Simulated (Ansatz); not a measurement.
# HfO2: the cost of one run

Program: Ansatz 0.2.0. Level of theory: DFT PBEsol, scalar-relativistic, plane waves, PAW. These are calculated values, not measurements.

## 1. The structure to begin with

It takes space group Pca2_1 (No. 29, orthorhombic). Conventional cell: a = 5.228 Å, b = 5.017 Å, c = 5.041 Å, α = 90.00°, β = 90.00°, γ = 90.00°. Hf (site symmetry 1) has 6 O at 1.92 to 2.19 Å as nearest neighbours. O (site symmetry 1) is surrounded by 2 Hf at 1.92 to 2.02 Å. O (site symmetry 1) is surrounded by 4 Hf at 2.16 to 2.19 Å.

Structure file:

```
CELL_PARAMETERS angstrom
5.22824 0.00000 0.00000
0.00000 5.01737 0.00000
0.00000 0.00000 5.04134
ATOMIC_POSITIONS crystal
Hf 0.03290 0.26755 0.24132
Hf 0.46710 0.26755 0.74132
Hf 0.53290 0.73245 0.24132
Hf 0.96710 0.73245 0.74132
O 0.36800 0.07171 0.27574
O 0.13200 0.07171 0.77574
O 0.74601 0.45970 0.49094
O 0.75399 0.45970 0.99094
O 0.25399 0.54030 0.99094
O 0.24601 0.54030 0.49094
O 0.86800 0.92829 0.27574
O 0.63200 0.92829 0.77574
```

The structure rests on a cell from the Materials Project (structure only), changed: the geometry is taken 0.375 of the way to that of another step.

## 2. Single point: HfO2, no spin

It takes the final geometry of an earlier run: the geometry is taken 0.375 of the way to that of another step.

input.yaml reads:

```yaml
crystal:
  lattice:
    - [5.2282431038, 0.0, 0.0]
    - [0.0, 5.0173677061, 0.0]
    - [0.0, 0.0, 5.0413363076]
  atoms:
    - { symbol: Hf, position: [0.0328983697, 0.2675499396, 0.2413220375] }
    - { symbol: Hf, position: [0.4671016303, 0.2675499396, 0.7413220375] }
    - { symbol: Hf, position: [0.5328983697, 0.7324500604, 0.2413220375] }
    - { symbol: Hf, position: [0.9671016303, 0.7324500604, 0.7413220375] }
    - { symbol: O, position: [0.3679986459, 0.071706312, 0.2757354464] }
    - { symbol: O, position: [0.1320013541, 0.071706312, 0.7757354464] }
    - { symbol: O, position: [0.7460054003, 0.4597011334, 0.4909425161] }
    - { symbol: O, position: [0.7539945997, 0.4597011334, 0.9909425161] }
    - { symbol: O, position: [0.2539945997, 0.5402988666, 0.9909425161] }
    - { symbol: O, position: [0.2460054003, 0.5402988666, 0.4909425161] }
    - { symbol: O, position: [0.8679986459, 0.928293688, 0.2757354464] }
    - { symbol: O, position: [0.6320013541, 0.928293688, 0.7757354464] }
scf:
  occupations: { method: fixed }
output:
  forces: true
  polarization: {}
hamiltonian:
  xc: pbesol
kpoints:
  mp_grid: { grid: [4, 4, 6] }
```

Launch:

```
$ ansatz run input.yaml --threads 8 --pin off --max-ram 16384MiB --backend cpu --events-out ev --progress --plain --runs-dir out
```

What time and memory should one allow on 8 threads of Intel Xeon 6975P-C (Granite Rapids), shared host?

About 7.9 s, with a peak of 1.1 GiB.
